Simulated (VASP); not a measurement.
# PbSe (Clausthalite) (Fm-3m) in VASP: further runs

The runs below take PbSe (Clausthalite) through relaxation of cell and atoms, with PBE+D3(BJ), PBE+D4, PBE+rVV10, PBE+TS.

Everything below comes from runs of VASP 6.6.1. Logs are shortened: lines on timing, memory, paths and dates and some standing lists are left out, and cuts for length are marked.

## (1) Starting point

The structure is cubic, space group Fm-3m (No. 225). The conventional cell has a = 6.121 Å, b = 6.121 Å, c = 6.121 Å, α = 90.00°, β = 90.00°, γ = 90.00°. Around Pb (site symmetry m-3m) lie 6 Se at 3.06 Å. Around Se (site symmetry m-3m) lie 6 Pb at 3.06 Å.

## (2) Relaxation of cell and atoms, PBE+D3(BJ)

INCAR

```
ALGO = Normal ; EDIFF = 1E-6
EDIFFG = -0.005 ; ENCUT = 600
GGA = PE ; IBRION = 2
ISIF = 3 ; ISMEAR = -1
IVDW = 12 ; LASPH = True
LCHARG = False ; LREAL = False
LWAVE = False ; NELM = 60
NSW = 40 ; PREC = Accurate
SIGMA = 0.05
```

KPOINTS

```
k-points
0
Gamma
  8 8 8
```

POSCAR

```
PbSe
1.0
    0.0000000000      3.0606500000      3.0606500000
    3.0606500000      0.0000000000      3.0606500000
    3.0606500000      3.0606500000      0.0000000000
Pb Se
1 1
Direct
    0.0000000000      0.0000000000      0.0000000000
    0.5000000000      0.5000000000      0.5000000000
```

Potentials or basis: VASP PAW PBE potentials, release 64 (Pb_d, Se).

Run with:

```
$ cat potpaw_PBE.64/Pb_d/POTCAR potpaw_PBE.64/Se/POTCAR > POTCAR
$ mpirun -np 1 vasp_std > vasp.out
```

OUTCAR:

```text
EDIFF = 1E-6
   EDIFFG = -0.005
   ENCUT = 600
   GGA = PE
   IBRION = 2
   ISIF = 3
   ISMEAR = -1
   IVDW = 12
   LASPH = True
   LREAL = False
   NELM = 60
   NSW = 40
   PREC = Accurate
 IVDW          = 12

 ion  position               nearest neighbor table
   1  0.000  0.000  0.000-   2 3.06   2 3.06   2 3.06   2 3.06   2 3.06   2 3.06
   2  0.500  0.500  0.500-   1 3.06   1 3.06   1 3.06   1 3.06   1 3.06   1 3.06

  LATTYP: Found a face centered cubic cell.
 ALAT       =     6.1213000000

  Lattice vectors:

 A1 = (   0.0000000000,   3.0606500000,   3.0606500000)
 A2 = (   3.0606500000,   0.0000000000,   3.0606500000)
 A3 = (   3.0606500000,   3.0606500000,   0.0000000000)

Analysis of symmetry for initial positions (statically):
=====================================================================
 Subroutine PRICEL returns:
 Original cell was already a primitive cell.

 Routine SETGRP: Setting up the symmetry group for a
 face centered cubic supercell.

 Subroutine GETGRP returns: Found 48 space group operations
 (whereof 48 operations were pure point group operations)
 out of a pool of 48 trial point group operations.

The static configuration has the point symmetry O_h .

Analysis of symmetry for dynamics (positions and initial velocities):
=====================================================================
 Subroutine PRICEL returns:
 Original cell was already a primitive cell.

 Routine SETGRP: Setting up the symmetry group for a
 face centered cubic supercell.

 Subroutine GETGRP returns: Found 48 space group operations
 (whereof 48 operations were pure point group operations)
 out of a pool of 48 trial point group operations.

The dynamic configuration has the point symmetry O_h .

 Subroutine INISYM returns: Found 48 space group operations
 (whereof 48 operations are pure point group operations),
 and found     1 'primitive' translations

----------------------------------------------------------------------------------------

                                     Primitive cell

  volume of cell :      57.3418

  direct lattice vectors                    reciprocal lattice vectors
     0.000000000  3.060650000  3.060650000    -0.163363991  0.163363991  0.163363991
     3.060650000  0.000000000  3.060650000     0.163363991 -0.163363991  0.163363991
     3.060650000  3.060650000  0.000000000     0.163363991  0.163363991 -0.163363991

  length of vectors
     4.328412740  4.328412740  4.328412740     0.282954733  0.282954733  0.282954733

  position of ions in fractional coordinates (direct lattice)
     0.000000000  0.000000000  0.000000000
     0.500000000  0.500000000  0.500000000

  ion indices of the primitive-cell ions
   primitive index   ion index
                 1           1
                 2           2

[... 73 lines left out ...]
   EDIFFG = -.5E-02   stopping-criterion for IOM
   NSW    =     40    number of steps for IOM
   IBRION =      2    ionic relax: 0-MD 1-quasi-New 2-CG
   NFREE  =      1    steps in history (QN), initial steepest desc. (CG)
   ISIF   =      3    stress and relaxation
   ISYM   =      2    0-nonsym 1-usesym 2-fastsym
   POTIM  = 0.5000    time-step for ionic-motion
   TEBEG  =    0.0;   TEEND  =   0.0 temperature during run
   PSTRESS=    0.0 pullay stress
   NELECT =      20.0000    total number of electrons
   NUPDOWN=      -1.0000    fix difference up-down
   EMIN   =  10.00;   EMAX   =-10.00  energy-range for DOS
   EFERMI =   0.00;   METHOD = LEGACY
   ISMEAR =    -1;   SIGMA  =   0.05  broadening in eV -4-tet -1-fermi 0-gaus
   EFERMI_NEDOS =   21; number of points for ismear=-14 and -15
   IALGO  =     38    algorithm
   IMIX   =      4    mixing-type and parameters
     AMIX     =   0.40;   BMIX     =  1.00
     AMIX_MAG =   1.60;   BMIX_MAG =  1.00
  volume/ion in A,a.u.               =      28.67       193.48
  Fermi-wavevector in a.u.,A,eV,Ry     =   1.152377  2.177676 18.068159  1.327972
  Thomas-Fermi vector in A             =   2.289028
   LORBIT       =      0    0 simple, 1 ext, 2 COOP (PROOUT), +10 PAW based schemes
   GGA     = PE    functional components
   LHFCALC =     F    Hartree Fock is set to
   AEXX    =    0.0000 exact exchange contribution
   IVDW    =    12    specifies the selected vdW correction
   LEPSILON=     F    determine dielectric tensor
   LRPA    =     F    only Hartree local field effects (RPA)
 conjugate gradient relaxation of ions
 non-spin polarized calculation
  energy-cutoff  :      600.00
  volume of cell :       57.34
 maximum number of plane-waves:      1930
   NGX = 17   NGY = 17   NGZ = 17

--------------------------------------- Ionic step        1  -------------------------------------------

 number of electron      20.0000001 magnetization

 Free energy of the ion-electron system (eV)
  ---------------------------------------------------
  ext. energy  EPLUGINS =         0.00000000
  ---------------------------------------------------
  free energy    TOTEN  =        -8.17847142 eV

  energy without entropy =       -8.17815454  energy(sigma->0) =       -8.17831298

------------------------ aborting loop because EDIFF is reached ----------------------------------------

 Edisp (eV)   -0.73659

 E8    (eV) :    -0.3436
[... 71 lines left out ...]
--------------------------------------- Ionic step        3  -------------------------------------------

 number of electron      20.0000001 magnetization

 Free energy of the ion-electron system (eV)
  ---------------------------------------------------
  ext. energy  EPLUGINS =         0.00000000
  ---------------------------------------------------
  free energy    TOTEN  =        -8.18358768 eV

  energy without entropy =       -8.18331453  energy(sigma->0) =       -8.18345110

 E-fermi :   5.1423     XC(G=0):  -9.5010

 val. band max:        4.9860536839   @ k =   0.5000   0.0000   0.0000
 cond. band min:       5.2985847295   @ k =   0.5000   0.0000   0.0000
 fundamental gap:      0.3125310456
 Fermi energy:         5.1423487333

 k-point     1 :       0.0000    0.0000    0.0000
  band No.  band energies     occupation
      1     -11.8359      2.00000
      2     -11.8359      2.00000
      3     -11.8359      2.00000
      4     -11.8316      2.00000
      5     -11.8316      2.00000
      6      -8.5499      2.00000
      7      -1.3235      2.00000
      8       3.1409      2.00000
      9       3.1409      2.00000
     10       3.1409      2.00000
     11       9.6883      0.00000
     12       9.6883      0.00000
     13       9.6883      0.00000
     14      11.5205      0.00000
[... 377 lines left out ...]
      1     -11.8865      2.00000
      2     -11.8437      2.00000
      3     -11.8252      2.00000
      4     -11.8157      2.00000
      5     -11.8011      2.00000
      6      -7.3101      2.00000
      7      -3.4531      2.00000
      8       1.7800      2.00000
      9       2.1528      2.00000
     10       4.1783      2.00000
     11       6.3947      0.00000
     12       8.4159      0.00000
     13       9.0836      0.00000
     14      12.6120      0.00000

 [... further k-points ...]

------------------------ aborting loop because EDIFF is reached ----------------------------------------

 Edisp (eV)   -0.73183

 E8    (eV) :    -0.3415
[... 25 lines left out ...]
  FREE ENERGIE OF THE ION-ELECTRON SYSTEM (eV)
  ---------------------------------------------------
  free  energy   TOTEN  =        -8.9154208757 eV

  energy  without entropy=       -8.9151477291  energy(sigma->0) =       -8.91528430

 reached required accuracy - stopping structural energy minimisation
```

It took 78 s on 1 thread of Intel Xeon Platinum 8175M at 2.50GHz (Skylake/Cascade Lake), shared host; peak memory 0.22 GiB.

Results:

| Quantity | Value |
| --- | --- |
| Free energy | -8.9154 eV |
| Relaxed volume | 28.85 Å³/atom |
| Relaxed cell | a = 4.338 Å, b = 4.338 Å, c = 4.338 Å, α = 60.00°, β = 60.00°, γ = 60.00° |
| Space group after relaxing (to 0.05 Å) | Fm-3m (No. 225) |
| Energy gained by relaxing | 0.2 meV/atom |
| Ionic steps | 3 |
| Pressure after relaxing | 0.0 GPa |
| Band gap on the k mesh | 0.31 eV, direct |
| Dispersion energy per atom | -0.366 eV |

The path:
| step | energy change (eV) | largest force (eV/Å) | pressure (GPa) | volume (Å³) |
| --- | --- | --- | --- | --- |
| 1 | 0.0000 | 0.0000 | 0.32 | 57.34 |
| 2 | -0.0003 | 0.0000 | -0.10 | 57.82 |
| 3 | -0.0004 | 0.0000 | 0.00 | 57.71 |

Final structure:
```
Pb Se
1.0
     0.00000    3.06710    3.06710
     3.06710    0.00000    3.06710
     3.06710    3.06710    0.00000
Pb Se
1 1
Direct
  0.00000 0.00000 0.00000
  0.50000 0.50000 0.50000
```

Caveat: spin-orbit coupling is left out, which as a rule narrows the gap of such compounds by several tenths of an eV.

## (3) Relaxation of cell and atoms, PBE+D4

INCAR

```
ALGO = Fast
EDIFF = 1E-6
EDIFFG = -0.005
ENCUT = 600
GGA = PE
IBRION = 2
ISIF = 3
ISMEAR = -1
IVDW = 13
LASPH = T
LCHARG = F
LREAL = F
LWAVE = F
NELM = 80
NSW = 60
PREC = Accurate
SIGMA = 0.05
```

KPOINTS is that of step 2.

POSCAR is that of step 2.

Potentials or basis: VASP PAW PBE potentials, release 64 (Pb_d, Se).

Run with:

```
$ cat potpaw_PBE.64/Pb_d/POTCAR potpaw_PBE.64/Se/POTCAR > POTCAR
$ mpirun -np 1 vasp_std > vasp.out
```

Run time: 95 s. Hardware: 1 thread of Intel Xeon Platinum 8175M at 2.50GHz (Skylake/Cascade Lake), shared host; peak memory 0.22 GiB.

The run converged. Its results:

```
Free energy                            : -8.9772 eV
Relaxed volume                         : 28.84 Å³/atom
Relaxed cell                           : a = 4.337 Å, b = 4.337 Å, c = 4.337 Å, α = 60.00°, β = 60.00°, γ = 60.00°
Space group after relaxing (to 0.05 Å) : Fm-3m (No. 225)
Energy gained by relaxing              : 0.2 meV/atom
Ionic steps                            : 3
Pressure after relaxing                : 0.0 GPa
Band gap on the k mesh                 : 0.31 eV, direct
Dispersion energy per atom             : -0.397 eV
```

Step by step:
```tsv
step	energy change (eV)	largest force (eV/Å)	pressure (GPa)	volume (Å³)
1	0.0000	0.0000	0.34	57.34
2	-0.0003	0.0000	-0.10	57.84
3	-0.0004	0.0000	0.03	57.69
```

Final structure:
```xyz
2
Lattice="0.0000 3.0668 3.0668 3.0668 0.0000 3.0668 3.0668 3.0668 0.0000" Properties=species:S:1:pos:R:3 pbc="T T T"
Pb    0.0000    0.0000    0.0000
Se    3.0668    3.0668    3.0668
```

Levels at points of the mesh, in eV from the valence-band top:
```csv
k point,band 6,band 7,band 8,band 9,band 10,band 11,band 12,band 13,band 14
"(0.00, 0.00, 0.00)",-13.54,-6.31,-1.85,-1.85,-1.85,4.70,4.70,4.70,6.53
"(0.50, 0.00, 0.00)",-12.49,-8.77,-1.44,-1.44,0.00,0.31,1.71,1.71,8.55
"(0.50, 0.50, 0.00)",-12.13,-7.37,-4.93,-3.19,-3.19,3.72,5.59,5.59,6.03
```

Caveat: spin-orbit coupling is left out, which as a rule narrows the gap of such compounds by several tenths of an eV.

(Continued in part 2 of 2.)
